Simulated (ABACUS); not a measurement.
# BN (Pnma) in ABACUS: single point with LDA

Aim: the single point of BN with LDA.

All numbers are computed with ABACUS 3.10.1; they aren't measurements. Logs are shortened: lines on timing, memory, paths and dates and some standing lists are left out, and cuts for length are marked.

## (1) The crystal as given

Symmetry: Pnma, No. 62, orthorhombic system. The conventional cell has a = 4.880 Å, b = 2.591 Å, c = 4.292 Å, α = 90.00°, β = 90.00°, γ = 90.00°. N (site symmetry m) is surrounded by 4 B at 1.51 to 1.65 Å. Around B (site symmetry m) lie 4 N at 1.51 to 1.65 Å.

Measurements of this composition are mostly on another form, of space group No. 194.

## (2) Single point, LDA

Contents of INPUT:

```
INPUT_PARAMETERS
suffix              BN
calculation         scf
basis_type          pw
pseudo_dir          ./
symmetry            1
dft_functional      pz
ecutwfc             84
pseudo_rcut         7
nspin               1
nbands              26
ks_solver           dav
smearing_method     fd
smearing_sigma      0.00367493
scf_thr             1e-08
scf_nmax            100
mixing_type         broyden
mixing_beta         0.7
cal_force           1
cal_stress          1
out_chg             1
kpar                4
```

Contents of STRU:

```
ATOMIC_SPECIES
N 14.0070 N.upf
B 10.8100 B.upf

LATTICE_CONSTANT
1.8897261246

LATTICE_VECTORS
4.8800890000 0.0000000000 0.0000000000
0.0000000000 2.5914640000 0.0000000000
0.0000000000 0.0000000000 4.2920490000

ATOMIC_POSITIONS
Cartesian

N
0.0
4
1.5671429806 1.9435980000 0.4570431298 1 1 1
3.3129460194 0.6478660000 3.8350058702 1 1 1
0.8729015194 0.6478660000 2.6030676298 1 1 1
4.0071874806 1.9435980000 1.6889813702 1 1 1

B
0.0
4
1.6612457368 0.6478660000 3.8933004797 1 1 1
0.7787987632 1.9435980000 1.7472759797 1 1 1
4.1012902368 0.6478660000 2.5447730203 1 1 1
3.2188432632 1.9435980000 0.3987485203 1 1 1
```

Contents of KPT:

```
K_POINTS
0
Gamma
5 8 5 0 0 0
```

Potentials or basis: PseudoDojo NC SR 0.4.1 LDA stringent, plane waves.

Command:

```console
OMP_NUM_THREADS=1 mpirun -np 4 abacus > log
```

running log:

```text
ABACUS v3.10.1

               Atomic-orbital Based Ab-initio Computation at UStc

 ------------------------------------------------------------------------------------

 READING GENERAL INFORMATION
                           global_out_dir = OUT.BN/
                           global_in_card = INPUT
                               pseudo_dir = ./
                              orbital_dir =
                                    DSIZE = 4
                                    GSIZE = 1

 READING UNITCELL INFORMATION
                                    ntype = 2
                  lattice constant (Bohr) = 1.88973
              lattice constant (Angstrom) = 1

 READING ATOM TYPE 1
                               atom label = N
                      L=0, number of zeta = 1
                      L=1, number of zeta = 1
                      L=2, number of zeta = 1
             number of atom for this type = 4

 READING ATOM TYPE 2
                               atom label = B
                      L=0, number of zeta = 1
                      L=1, number of zeta = 1
                      L=2, number of zeta = 1
             number of atom for this type = 4

                        TOTAL ATOM NUMBER = 8
CARTESIAN COORDINATES ( UNIT =       1.889726124600 Bohr ).
    atom                   x                   y                   z     mag                  vx                  vy                  vz
tauc_N1            1.5671429806        1.9435980000        0.4570431298  0.0000        0.0000000000        0.0000000000        0.0000000000
tauc_N2            3.3129460194        0.6478660000        3.8350058702  0.0000        0.0000000000        0.0000000000        0.0000000000
tauc_N3            0.8729015194        0.6478660000        2.6030676298  0.0000        0.0000000000        0.0000000000        0.0000000000
tauc_N4            4.0071874806        1.9435980000        1.6889813702  0.0000        0.0000000000        0.0000000000        0.0000000000
tauc_B1            1.6612457368        0.6478660000        3.8933004797  0.0000        0.0000000000        0.0000000000        0.0000000000
tauc_B2            0.7787987632        1.9435980000        1.7472759797  0.0000        0.0000000000        0.0000000000        0.0000000000
tauc_B3            4.1012902368        0.6478660000        2.5447730203  0.0000        0.0000000000        0.0000000000        0.0000000000
tauc_B4            3.2188432632        1.9435980000        0.3987485203  0.0000        0.0000000000        0.0000000000        0.0000000000

                          Volume (Bohr^3) = 366.298
                             Volume (A^3) = 54.2797

 Lattice vectors: (Cartesian coordinate: in unit of a_0)
             +4.88009                  +0                  +0
                   +0            +2.59146                  +0
                   +0                  +0            +4.29205
 Reciprocal vectors: (Cartesian coordinate: in unit of 2 pi/a_0)
            +0.204914                  -0                  +0
                   -0           +0.385882                  -0
                   +0                  -0           +0.232989
 The esolver type has been set to : ksdft_pw

                PAO radial cut off (Bohr) = 7

 Read in pseudopotential file is N.upf
                     pseudopotential type = NC
          exchange-correlation functional = SLAPWNOGXNOGC
                 nonlocal core correction = 1
                        valence electrons = 5
                                     lmax = 1
                           number of zeta = 2
                     number of projectors = 4
                           L of projector = 0
                           L of projector = 0
                           L of projector = 1
                           L of projector = 1
 XC functional updated to : pz
          exchange-correlation functional = PZ
                PAO radial cut off (Bohr) = 7

 Read in pseudopotential file is B.upf
                     pseudopotential type = NC
          exchange-correlation functional = SLAPWNOGXNOGC
                 nonlocal core correction = 1
                        valence electrons = 3
                                     lmax = 1
                           number of zeta = 2
                     number of projectors = 4
                           L of projector = 0
                           L of projector = 0
                           L of projector = 1
                           L of projector = 1
 XC functional updated to : pz
          exchange-correlation functional = PZ
     initial pseudo atomic orbital number = 32

 SETUP THE ELECTRONS NUMBER
             electron number of element N = 5
       total electron number of element N = 20
             electron number of element B = 3
       total electron number of element B = 12
            AUTOSET number of electrons:  = 32
                           occupied bands = 16
[... 80 lines left out ...]
                   Input type of k points = Monkhorst-Pack(Gamma)
                                   nkstot = 200
                       right hand lattice = 1
(for reciprocal lattice: )
                             BRAVAIS TYPE = 8
                     BRAVAIS LATTICE NAME = 08. Orthorhombic P(simple)
                                    ibrav = 8
                       right hand lattice = 1
(for k-lattice: )
                             BRAVAIS TYPE = 8
                     BRAVAIS LATTICE NAME = 08. Orthorhombic P(simple)
                                    ibrav = 8
                       right hand lattice = 1
                        ROTATION MATRICES = 8
                               nkstot_ibz = 45
K-POINTS REDUCTION ACCORDING TO SYMMETRY
     IBZ    DIRECT_X    DIRECT_Y    DIRECT_Z  WEIGHT  ibz2bz
       1  0.00000000  0.00000000  0.00000000  0.0050       0
       2  0.20000000  0.00000000  0.00000000  0.0100       1
       3  0.40000000  0.00000000  0.00000000  0.0100       2
       4  0.00000000  0.12500000  0.00000000  0.0100       5
       5  0.20000000  0.12500000  0.00000000  0.0200       6
       6  0.40000000  0.12500000  0.00000000  0.0200       7
[... 22 lines left out ...]
      29  0.20000000  0.50000000  0.20000000  0.0200      61
      30  0.40000000  0.50000000  0.20000000  0.0200      62
[... 15 further k points ...]

                               nkstot now = 45
[... K-POINTS DIRECT COORDINATES: 45 rows ...]

           k-point number in this process = 12
       minimum distributed K point number = 11
[... stars of the k points ...]

[... K-POINTS CARTESIAN COORDINATES: 12 rows ...]

[... K-POINTS DIRECT COORDINATES: 12 rows ...]

 SETUP PLANE WAVES FOR WAVE FUNCTIONS
     energy cutoff for wavefunc (unit:Ry) = 84
              fft grid for wave functions = [ 54, 30, 48 ]
                    number of plane waves = 5703
                         number of sticks = 343

 PARALLEL PW FOR WAVE FUNCTIONS
     PROC   COLUMNS(POT)             PW
        1            343           5703
 --------------- sum -------------------
        1            343           5703

 SETUP NONLOCAL PSEUDOPOTENTIALS IN PLANE WAVE BASIS
 N non-local projectors:
 projector 1 L=0
 projector 2 L=0
 projector 3 L=1
 projector 4 L=1
 B non-local projectors:
 projector 1 L=0
 projector 2 L=0
 projector 3 L=1
 projector 4 L=1
      TOTAL NUMBER OF NONLOCAL PROJECTORS = 64

 Init Non-Local PseudoPotential table :
 Init Non-Local-Pseudopotential done.

                                     npwx = 4780

 Make real space PAO into reciprocal space.
       max mesh points in Pseudopotential = 701
     dq(describe PAO in reciprocal space) = 0.01
                                    max q = 1104

 number of pseudo atomic orbitals for N is 2
WARNING: norm of atomic wavefunction # 1 of atomic type N is 0.999999, renormalized
WARNING: norm of atomic wavefunction # 2 of atomic type N is 0.999911, renormalized

 number of pseudo atomic orbitals for B is 2
WARNING: norm of atomic wavefunction # 1 of atomic type B is 0.999863, renormalized
WARNING: norm of atomic wavefunction # 2 of atomic type B is 0.997606, renormalized

 -------------------------------------------
 SELF-CONSISTENT
 -------------------------------------------
                                 init_chg = atomic

 PW ALGORITHM --------------- ION=   1  ELEC=   1--------------------------------

 Density error is 1.02716394905
                          Error Threshold = 0.01
----------------------------------------------------------
     Energy           Rydberg                 eV
----------------------------------------------------------
 E_KohnSham     -106.9687000248      -1455.3838279897
 E_Harris       -101.1867584265      -1376.7164767494
 E_Fermi        0.6326318685         8.6073981484
----------------------------------------------------------
[... 75 lines left out ...]
 Density error is 4.07599470042e-11
                          Error Threshold = 9.91246210724e-11
----------------------------------------------------------
     Energy           Rydberg                 eV
----------------------------------------------------------
 E_KohnSham     -107.2574284078      -1459.3121791729
 E_KS(sigma->0) -107.2574284078      -1459.3121791729
 E_Harris       -107.2574152859      -1459.3120006407
 E_band         2.5090828938         34.1378241103
 E_one_elec     0.3525395432         4.7965465583
 E_Hartree      20.7912146125        282.8789870714
 E_xc           -34.6193748126       -471.0207586485
 E_Ewald        -93.7818077510       -1275.9669541541
 E_entropy(-TS) -0.0000000000        -0.0000000000
 E_descf        0.0000000000         0.0000000000
 E_exx          0.0000000000         0.0000000000
 E_Fermi        0.7319469569         9.9586492479
----------------------------------------------------------

 charge density convergence is achieved
 final etot is -1459.3121792 eV
 EFERMI = 9.9586492479 eV

 STATE ENERGY(eV) AND OCCUPATIONS    NSPIN == 1
 1/12 kpoint (Cartesian) = 0.0000 0.0000 0.0000 (4755 pws)
       1       -10.8154      0.0100000
       2       -8.22797      0.0100000
       3       -7.17432      0.0100000
       4       -5.41152      0.0100000
       5      -0.124891      0.0100000
       6       0.499259      0.0100000
[... 158 lines left out ...]
      25        20.0710        0.00000
      26        20.5887        0.00000

[... levels at 6 further k points ...]

------------------------------------------------------------------------------------------
 TOTAL-FORCE (eV/Angstrom)
------------------------------------------------------------------------------------------
                        N1         0.1157618023         0.0000000000        -0.0003810605
                        N2        -0.1157618023         0.0000000000         0.0003810605
                        N3        -0.1157618023         0.0000000000        -0.0003810605
                        N4         0.1157618023         0.0000000000         0.0003810605
                        B1        -0.0253397479         0.0000000000         0.0059105126
                        B2         0.0253397479         0.0000000000         0.0059105126
                        B3        -0.0253397479         0.0000000000        -0.0059105126
                        B4         0.0253397479         0.0000000000        -0.0059105126
------------------------------------------------------------------------------------------

----------------------------------------------------------------
 TOTAL-STRESS (KBAR)
----------------------------------------------------------------
      -100.7221518348         0.0000000000         0.0000000000
         0.0000000000      -114.0429888151         0.0000000000
         0.0000000000         0.0000000000      -109.1023365464
----------------------------------------------------------------
 TOTAL-PRESSURE: -107.955826 KBAR

 --------------------------------------------
 !FINAL_ETOT_IS -1459.3121791728951848 eV
 --------------------------------------------
```

Wall time 22 s (4 MPI ranks of Intel Xeon 6975P-C (Granite Rapids), shared host); peak memory 0.48 GiB.

Results:

| Item | Value |
| --- | --- |
| Free energy | -1459.3122 eV |
| Pressure | -10.8 GPa |
| Largest force | 0.116 eV/Å |
| Band gap on the k mesh | 5.60 eV, indirect (least direct gap 6.18 eV) |

Forces on the atoms (eV/Å):
```
N    0.116  0.000  0.000
N   -0.116  0.000  0.000
N   -0.116  0.000  0.000
N    0.116  0.000  0.000
B   -0.025  0.000  0.006
B    0.025  0.000  0.006
B   -0.025  0.000 -0.006
B    0.025  0.000 -0.006
```

Caveat: there are fewer bands than atomic start orbitals, so a level may be missed at k points of high symmetry; an odd mesh through Γ misses points on the zone boundary, where band edges often lie.
